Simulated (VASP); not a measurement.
# InPd (P4/mmm) in VASP: a series of runs

The runs below take InPd through single point, with PBE.

All numbers are computed with VASP 6.6.1; they aren't measurements. Logs are shortened: lines on timing, memory, paths and dates and some standing lists are left out, and cuts for length are marked.

### 1 Starting point

It takes space group P4/mmm (No. 123, tetragonal). The conventional cell has a = 3.454 Å, b = 3.454 Å, c = 2.936 Å, α = 90.00°, β = 90.00°, γ = 90.00°. Around In (site symmetry 4/mmm) lie 8 Pd at 2.85 Å and 2 In at 2.94 Å. Pd (site symmetry 4/mmm) has 8 In at 2.85 Å and 2 Pd at 2.94 Å as nearest neighbours.

The cell comes from a database or a generator and needn't be the stable form of this composition.

### 2 Single point, PBE

INCAR reads:

```
PREC     = Accurate       # precision mode
ENCUT    = 520            # plane-wave cutoff, eV
EDIFF    = 1E-6           # SCF threshold, eV
ISMEAR   = 0              # smearing method
SIGMA    = 0.15           # smearing width, eV
LREAL    = F              # projectors in reciprocal space
LASPH    = T              # aspherical terms in the spheres
NELM     = 100            # most SCF steps
ALGO     = Fast           # electronic algorithm
ISIF     = 2              # what is computed and relaxed
LWAVE    = F              # write WAVECAR
LCHARG   = T              # write CHGCAR
GGA      = PE             # functional
LELF     = T              # ELF
LVHAR    = T            
NBANDS   = 18             # bands
```

KPOINTS reads:

```
Automatic mesh
0
Gamma
  16 16 16
```

POSCAR reads:

```
InPd
1.0
    3.4540214182      0.0000000000      0.0000000000
    0.0000000000      3.4540214182      0.0000000000
    0.0000000000      0.0000000000      2.9359182055
In Pd
1 1
Direct
    0.0000000000      0.0000000000      0.0000000000
    0.5000000000      0.5000000000      0.5000000000
```

Potentials or basis: VASP PAW PBE potentials, release 64 (In_d, Pd).

Started as:

```sh
$ cat potpaw_PBE.64/In_d/POTCAR potpaw_PBE.64/Pd/POTCAR > POTCAR
$ mpirun -np 1 vasp_std > vasp.out
```

OUTCAR:

```text
PREC = Accurate
   ENCUT = 520
   EDIFF = 1E-6
   ISMEAR = 0
   LREAL = F
   LASPH = T
   NELM = 100
   ISIF = 2
   GGA = PE

 ion  position               nearest neighbor table
   1  0.000  0.000  0.000-   2 2.85   2 2.85   2 2.85   2 2.85   2 2.85   2 2.85   2 2.85   2 2.85

   2  0.500  0.500  0.500-   1 2.85   1 2.85   1 2.85   1 2.85   1 2.85   1 2.85   1 2.85   1 2.85

  LATTYP: Found a simple tetragonal cell.
 ALAT       =     3.4540214182
 C/A-ratio  =     0.8500000000

  Lattice vectors:

 A1 = (   3.4540214182,   0.0000000000,   0.0000000000)
 A2 = (   0.0000000000,   3.4540214182,   0.0000000000)
 A3 = (   0.0000000000,   0.0000000000,   2.9359182055)

Analysis of symmetry for initial positions (statically):
=====================================================================
 Subroutine PRICEL returns:
 Original cell was already a primitive cell.

 Routine SETGRP: Setting up the symmetry group for a
 simple tetragonal supercell.

 Subroutine GETGRP returns: Found 16 space group operations
 (whereof 16 operations were pure point group operations)
 out of a pool of 16 trial point group operations.

The static configuration has the point symmetry D_4h.

Analysis of symmetry for dynamics (positions and initial velocities):
=====================================================================
 Subroutine PRICEL returns:
 Original cell was already a primitive cell.

 Routine SETGRP: Setting up the symmetry group for a
 simple tetragonal supercell.

 Subroutine GETGRP returns: Found 16 space group operations
 (whereof 16 operations were pure point group operations)
 out of a pool of 16 trial point group operations.

The dynamic configuration has the point symmetry D_4h.

 Subroutine INISYM returns: Found 16 space group operations
 (whereof 16 operations are pure point group operations),
 and found     1 'primitive' translations

----------------------------------------------------------------------------------------

                                     Primitive cell

  volume of cell :      35.0263

  direct lattice vectors                    reciprocal lattice vectors
     3.454021418  0.000000000  0.000000000     0.289517603  0.000000000  0.000000000
     0.000000000  3.454021418  0.000000000     0.000000000  0.289517603  0.000000000
     0.000000000  0.000000000  2.935918206     0.000000000  0.000000000  0.340608944

  length of vectors
     3.454021418  3.454021418  2.935918206     0.289517603  0.289517603  0.340608944

  position of ions in fractional coordinates (direct lattice)
     0.000000000  0.000000000  0.000000000
     0.500000000  0.500000000  0.500000000

  ion indices of the primitive-cell ions
   primitive index   ion index
                 1           1
                 2           2

----------------------------------------------------------------------------------------

 KPOINTS: Automatic mesh

Automatic generation of k-mesh.
 Grid dimensions read from file:
 generate k-points for:   16   16   16

 Generating k-lattice:

  Cartesian coordinates                     Fractional coordinates (reciprocal lattice)
     0.018094850  0.000000000  0.000000000     0.062500000  0.000000000  0.000000000
     0.000000000  0.018094850  0.000000000     0.000000000  0.062500000  0.000000000
     0.000000000  0.000000000  0.021288059     0.000000000  0.000000000  0.062500000

  Length of vectors
     0.018094850  0.018094850  0.021288059

  Shift w.r.t. Gamma in fractional coordinates (k-lattice)
     0.000000000  0.000000000  0.000000000

 Subroutine IBZKPT returns following result:
 ===========================================

 Found    405 irreducible k-points:

 Following reciprocal coordinates:
            Coordinates               Weight
  0.000000  0.000000  0.000000      1.000000
  0.062500  0.000000  0.000000      4.000000
  0.125000  0.000000  0.000000      4.000000
  0.187500  0.000000  0.000000      4.000000
  0.250000  0.000000  0.000000      4.000000
  0.312500  0.000000  0.000000      4.000000
[... 16 lines left out ...]
  0.437500  0.125000  0.000000      8.000000
  0.500000  0.125000  0.000000      4.000000
 [... further k-points ...]
   k-points           NKPTS =    405   k-points in BZ     NKDIM =    405   number of bands    NBANDS=     18
   number of dos      NEDOS =    301   number of ions     NIONS =      2
   total plane-waves  NPLWV =  18816
   dimension x,y,z NGX =    28 NGY =   28 NGZ =   24
   dimension x,y,z NGXF=    56 NGYF=   56 NGZF=   48
   ions per type =               1   1
   NGX,Y,Z   is equivalent  to a cutoff of  13.48, 13.48, 13.59 a.u.
   NGXF,Y,Z  is equivalent  to a cutoff of  26.95, 26.95, 27.18 a.u.
 SYSTEM =  unknown system
   PREC   = accura    normal or accurate (medium, high low for compatibility)
   ISTART =      0    job   : 0-new  1-cont  2-samecut
   ICHARG =      2    charge: 1-file 2-atom 10-const
   ISPIN  =      1    spin polarized calculation?
   LNONCOLLINEAR =      F non collinear calculations
   LSORBIT =      F    spin-orbit coupling
   LASPH  =      T    aspherical Exc in radial PAW
   ENCUT  =  520.0 eV  38.22 Ry    6.18 a.u.   6.42  6.42  5.46*2*pi/ulx,y,z
   NELM   =    100;   NELMIN=  2; NELMDL= -5     # of ELM steps
   EDIFF  = 0.1E-05   stopping-criterion for ELM
   LREAL  =      F    real-space projection
   EDIFFG = 0.1E-04   stopping-criterion for IOM
   NSW    =      0    number of steps for IOM
   IBRION =     -1    ionic relax: 0-MD 1-quasi-New 2-CG
   NFREE  =      0    steps in history (QN), initial steepest desc. (CG)
   ISIF   =      2    stress and relaxation
   ISYM   =      2    0-nonsym 1-usesym 2-fastsym
   POTIM  = 0.5000    time-step for ionic-motion
   TEBEG  =    0.0;   TEEND  =   0.0 temperature during run
   PSTRESS=    0.0 pullay stress
   NELECT =      23.0000    total number of electrons
   NUPDOWN=      -1.0000    fix difference up-down
   EMIN   =  10.00;   EMAX   =-10.00  energy-range for DOS
   EFERMI =   0.00;   METHOD = LEGACY
   ISMEAR =     0;   SIGMA  =   0.15  broadening in eV -4-tet -1-fermi 0-gaus
   EFERMI_NEDOS =   21; number of points for ismear=-14 and -15
   IALGO  =     68    algorithm
   IMIX   =      4    mixing-type and parameters
     AMIX     =   0.40;   BMIX     =  1.00
     AMIX_MAG =   1.60;   BMIX_MAG =  1.00
  volume/ion in A,a.u.               =      17.51       118.18
  Fermi-wavevector in a.u.,A,eV,Ry     =   1.422938  2.688964 27.548447  2.024754
  Thomas-Fermi vector in A             =   2.543589
   LORBIT       =      0    0 simple, 1 ext, 2 COOP (PROOUT), +10 PAW based schemes
   GGA     = PE    functional components
   LHFCALC =     F    Hartree Fock is set to
   AEXX    =    0.0000 exact exchange contribution
   IVDW    =     0    specifies the selected vdW correction
   LEPSILON=     F    determine dielectric tensor
   LRPA    =     F    only Hartree local field effects (RPA)
 non-spin polarized calculation
 RMM-DIIS sequential band-by-band and
 Gauss-broadening in eV      SIGMA  =   0.15
  energy-cutoff  :      520.00
  volume of cell :       35.03
 maximum number of plane-waves:       967
 NGX is ok and might be reduce to    28
   NGX = 13   NGY = 13   NGZ = 11

 number of electron      23.0000000 magnetization

 Free energy of the ion-electron system (eV)
  ---------------------------------------------------
  ext. energy  EPLUGINS =         0.00000000
  ---------------------------------------------------
  free energy    TOTEN  =        -8.65108124 eV

  energy without entropy =       -8.64219758  energy(sigma->0) =       -8.64663941

 E-fermi :  10.5642     XC(G=0): -12.2266

 val. band max:       10.5533683726   @ k =   0.0000   0.0000   0.4375
 cond. band min:      10.5902278688   @ k =   0.3750   0.3125   0.1875
 fundamental gap:      0.0368594962
 Fermi energy:        10.5641541604

 k-point     1 :       0.0000    0.0000    0.0000
  band No.  band energies     occupation
      1      -4.7451      2.00000
      2      -4.4093      2.00000
      3      -4.1665      2.00000
      4      -4.0299      2.00000
      5      -4.0299      2.00000
      6       0.4020      2.00000
[... 10 lines left out ...]
     17      23.9875      0.00000
     18      25.2337      0.00000

 k-point     2 :       0.0625    0.0000    0.0000
  band No.  band energies     occupation
      1      -4.7426      2.00000
      2      -4.4014      2.00000
      3      -4.1684      2.00000
      4      -4.0318      2.00000
      5      -4.0292      2.00000
      6       0.4578      2.00000
[... 10 lines left out ...]
     17      23.9065      0.00000
     18      25.1371      0.00000

 k-point     3 :       0.1250    0.0000    0.0000
  band No.  band energies     occupation
      1      -4.7359      2.00000
      2      -4.3788      2.00000
      3      -4.1737      2.00000
      4      -4.0373      2.00000
      5      -4.0273      2.00000
      6       0.6250      2.00000
[... 10 lines left out ...]
     17      23.6757      0.00000
     18      24.8031      0.00000

 k-point     4 :       0.1875    0.0000    0.0000
  band No.  band energies     occupation
      1      -4.7262      2.00000
      2      -4.3444      2.00000
      3      -4.1816      2.00000
      4      -4.0455      2.00000
      5      -4.0245      2.00000
      6       0.9020      2.00000
[... 375 lines left out ...]
      4      -4.0752      2.00000
      5      -4.0266      2.00000
      6       2.4981      2.00000
[... 10 lines left out ...]
     17      23.7001      0.00000
     18      25.0646      0.00000

 k-point    23 :       0.4375    0.1250    0.0000
  band No.  band energies     occupation
      1      -4.6839      2.00000
      2      -4.2400      2.00000
      3      -4.1720      2.00000
      4      -4.0809      2.00000
      5      -4.0256      2.00000
      6       3.0549      2.00000
[... 10 lines left out ...]
     17      23.7491      0.00000
     18      24.5371      0.00000

 k-point    24 :       0.5000    0.1250    0.0000
  band No.  band energies     occupation
      1      -4.6821      2.00000
      2      -4.2426      2.00000
      3      -4.1637      2.00000
      4      -4.0829      2.00000
      5      -4.0252      2.00000
      6       3.3736      2.00000
[... 10 lines left out ...]
     17      23.8932      0.00000
     18      24.1679      0.00000

 [... further k-points ...]

------------------------ aborting loop because EDIFF is reached ----------------------------------------

  FORCE on cell =-STRESS in cart. coord.  units (eV):
  Direction    XX          YY          ZZ          XY          YZ          ZX
  --------------------------------------------------------------------------------------
  -------------------------------------------------------------------------------------
  Total        0.3838107      0.3838107      2.3833575      0.0000000     -0.0000000      0.0000000
  in kB       17.5563251     17.5563251    109.0198978      0.0000000     -0.0000000      0.0000000
  external PRESSURE =      48.0441826 kB  Pullay stress =       0.0000000 kB

 VOLUME and BASIS-vectors are now :
 -----------------------------------------------------------------------------
  energy-cutoff  :      520.00
  volume of cell :       35.03
      direct lattice vectors                 reciprocal lattice vectors
     3.454021418  0.000000000  0.000000000     0.289517603  0.000000000  0.000000000
     0.000000000  3.454021418  0.000000000     0.000000000  0.289517603  0.000000000
     0.000000000  0.000000000  2.935918206     0.000000000  0.000000000  0.340608944

 POSITION                                       TOTAL-FORCE (eV/Angst)
 -----------------------------------------------------------------------------------
      0.00000      0.00000      0.00000         0.000000      0.000000      0.000000
      1.72701      1.72701      1.46796         0.000000      0.000000      0.000000
 -----------------------------------------------------------------------------------
    total drift:                                0.000000      0.000000      0.000000

  FREE ENERGIE OF THE ION-ELECTRON SYSTEM (eV)
  ---------------------------------------------------
  free  energy   TOTEN  =        -8.6510812412 eV

  energy  without entropy=       -8.6421975805  energy(sigma->0) =       -8.64663941
```

Run time: 2.6 min. Hardware: 1 thread of AMD EPYC 9R14 (Zen 4), shared host; peak memory 0.34 GiB.

What came out:

```yaml
Free_energy: -8.6511 eV
Pressure: 4.8 GPa
Band_gap_on_the_k_mesh: none (metal or under the smearing width)
```

Stress tensor (GPa, compression positive):
```
 1.76  0.00  0.00
 0.00  1.76  0.00
 0.00  0.00 10.90
```

[end of part 1 of 2]
